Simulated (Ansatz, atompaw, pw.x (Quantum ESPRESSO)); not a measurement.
**Equation-of-state test of one PAW (atompaw) potential (molybdenum)**

atompaw 4.2.0.5 input, output lines left out:

```
Mo 42
LDA-PW scalarrelativistic loggrid 1500 logderivrange -7 5 301
5 5 4 0 0 0
5 0 1
5 1 0
4 2 5
0 0 0
c
c
c
v
v
c
c
v
v
c
v
3
2.20 1.70 1.45 1.95
n
n
y
2.35
n
y
0.15
y
0.55
n
custom polynom vanderbiltortho sinc
4 0.5 ultrasoft
1.95
2.20
1.40
2.20
2.20
1.90
2.20
2.10
```

Atomic tests: cutoffs needed: 30 Ry and 50 Ry (the cutoffs (Ry, on a coarse ladder) from which the occupation-weighted sum of valence levels, in a spherical-Bessel basis at the reference potential, stays within 10 and 1 mRy of its value at 400 Ry); ghost test: no extra level below or beside the all-electron valence levels (s, p, d, f tested) (spherical-Bessel basis up to 400 Ry, 20 bohr box); lowest eigenvalue of the overlap operator: 0.57 (p channel).

Crystal test: fcc Mo in pw.x 7.5, no spin, 14³ k-points, Fermi–Dirac smearing 0.01 Ry, cutoffs 60/600 Ry. The lattice is a test structure that the element need not adopt, and mesh and smearing are coarse.

pw.x input:

```
&control
  calculation='scf', prefix='x', pseudo_dir='./', outdir='./tmp', tstress=.true., disk_io='none'
/
&system
  ibrav=0, nat=1, ntyp=1, ecutwfc=60, ecutrho=600, nbnd=15,
  occupations='smearing', smearing='fd', degauss=0.01
/
&electrons
  conv_thr=1e-09, mixing_beta=0.4, electron_maxstep=70
/
ATOMIC_SPECIES
Mo 1.0 Mo.UPF
CELL_PARAMETERS angstrom
  0.00000000 1.96850669 1.96850669
  1.96850669 0.00000000 1.96850669
  1.96850669 1.96850669 0.00000000
ATOMIC_POSITIONS crystal
Mo 0.0000 0.0000 0.0000
K_POINTS automatic
14 14 14 0 0 0
```

```bash
pw.x < Mo.scf.in > Mo.scf.out
```

Problem. How does the run end?

Solution. It converges; the pressure is -1.28 GPa against 0.23 GPa from all-electron LAPW. The logarithmic derivative shows an extra or strongly shifted pseudo pole above the reference energy (d near 0.54 Ry). The log shows:

```
     number of k points=   104  Fermi-Dirac smearing, width (Ry)=  0.0100
     iteration #  1     ecut=    60.00 Ry     beta= 0.40
     total energy              =    -355.45439770 Ry
     estimated scf accuracy    <       0.12455567 Ry
     iteration #  2     ecut=    60.00 Ry     beta= 0.40
     total energy              =    -355.46374305 Ry
     estimated scf accuracy    <       0.00943737 Ry
     iteration #  3     ecut=    60.00 Ry     beta= 0.40
     total energy              =    -355.46531474 Ry
     estimated scf accuracy    <       0.00061187 Ry
     iteration #  4     ecut=    60.00 Ry     beta= 0.40
     c_bands:  1 eigenvalues not converged
     c_bands:  3 eigenvalues not converged
     c_bands:  1 eigenvalues not converged
     c_bands:  1 eigenvalues not converged
     [... 6 repeated lines left out ...]
     total energy              =    -355.46549985 Ry
     estimated scf accuracy    <       0.00004706 Ry
     [... 2 iterations left out ...]
     iteration #  7     ecut=    60.00 Ry     beta= 0.40
     [... 4 repeated lines left out ...]
     total energy              =    -355.46554335 Ry
     estimated scf accuracy    <       0.00000009 Ry
     iteration #  8     ecut=    60.00 Ry     beta= 0.40
     [... 1 repeated lines left out ...]
     total energy              =    -355.46554505 Ry
     estimated scf accuracy    <       0.00000003 Ry
     iteration #  9     ecut=    60.00 Ry     beta= 0.40
     total energy              =    -355.46554515 Ry
     estimated scf accuracy    <       0.00000001 Ry
     iteration # 10     ecut=    60.00 Ry     beta= 0.40
     the Fermi energy is    20.8738 ev
!    total energy              =    -355.46554515 Ry
     estimated scf accuracy    <          2.4E-10 Ry
     smearing contrib. (-TS)   =      -0.00534031 Ry
     convergence has been achieved in  10 iterations
          total   stress  (Ry/bohr**3)                   (kbar)     P=      -12.80
     Message from routine punch:
     Nothing written, as per user request (disk_io='none')
```
